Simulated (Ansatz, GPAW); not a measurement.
Given: the input of a run of Ansatz 0.2.0 on Rh (Rhodium). 

Contents of input.yaml:

```yaml
crystal:
  lattice:
    - [0.0, 1.89785, 1.89785]
    - [1.89785, 0.0, 1.89785]
    - [1.89785, 1.89785, 0.0]
  atoms:
    - { symbol: Rh, position: [0.0, 0.0, 0.0] }
kpoints:
  mp_grid: { grid: [12, 12, 12] }
scf:
  occupations: { method: gaussian, width: 0.02 }
hamiltonian:
  xc: pbesol
  pseudopotentials: { kind: all_electron, lapw: { basis_error: 0.001 } }
output:
  forces: true
  stress: true
  eigenvalues: true
```

Potentials or basis: all-electron LAPW, scalar-relativistic.

Command:

```console
$ ansatz run input.yaml --threads 1 --pin off --max-ram 3072MiB --backend cpu --events-out ev --progress --plain --runs-dir out
```

Question: What does the same run look like in GPAW 26.7.0 (ASE script)? Potentials or basis there: PAW data sets generated for this functional, cutoff 600 eV.

Answer: As run (cutoffs and basis follow the program's own potentials, and thresholds, step limits or extra output files can differ):

run.py

```python
from ase.dft.bandgap import bandgap
from ase.io import read, write
from ase.units import GPa
from gpaw import GPAW, PW, setup_paths

setup_paths.insert(0, '.')

atoms = read('Rh.xyz')

calc = GPAW(mode=PW(600),
            xc='PBEsol',
            kpts={'size': (12, 12, 12), 'gamma': True},
            occupations={'name': 'methfessel-paxton', 'order': 0, 'width': 0.02},
            nbands=16,
            convergence={'density': 1e-05, 'energy': 1e-05},
            maxiter=150,
            txt='gpaw.txt')
atoms.calc = calc
energy = atoms.get_potential_energy()
forces = atoms.get_forces()
stress = atoms.get_stress()
calc.write('gs.gpw')
write('result.traj', atoms)
print(f'Energy: {energy:.6f} eV')
print('Forces (eV/A):')
print(forces.round(4))
print('Stress (GPa):', (stress / GPa).round(3))
print('Fermi level:', round(calc.get_fermi_level(), 4), 'eV')
print(f'Gap: {bandgap(calc)[0]:.4f} eV, direct: {bandgap(calc, direct=True)[0]:.4f} eV')
```

The input Rh.xyz:

```xyz
1
Lattice="0.0000000000 1.8978500000 1.8978500000 1.8978500000 0.0000000000 1.8978500000 1.8978500000 1.8978500000 0.0000000000" Properties=species:S:1:pos:R:3 pbc="T T T"
Rh     0.0000000000      0.0000000000      0.0000000000
```

Potentials or basis: PAW data sets generated in the run's folder for this functional, pw.

Run with:

```console
$ gpaw-setup -f PBEsol Rh
$ OMP_NUM_THREADS=1 python run.py
```

Both were run:

|  | Ansatz | GPAW |
| --- | --- | --- |
| Pressure | -3.8 GPa | -1.5 GPa |

Where Ansatz's input types no cutoff or centring, it takes its own default and a Γ-centred mesh.

The two runs disagree by more than potentials and bases usually give (in gap, levels, pressure or energy); the cause wasn't traced.

Pressure is positive in compression.
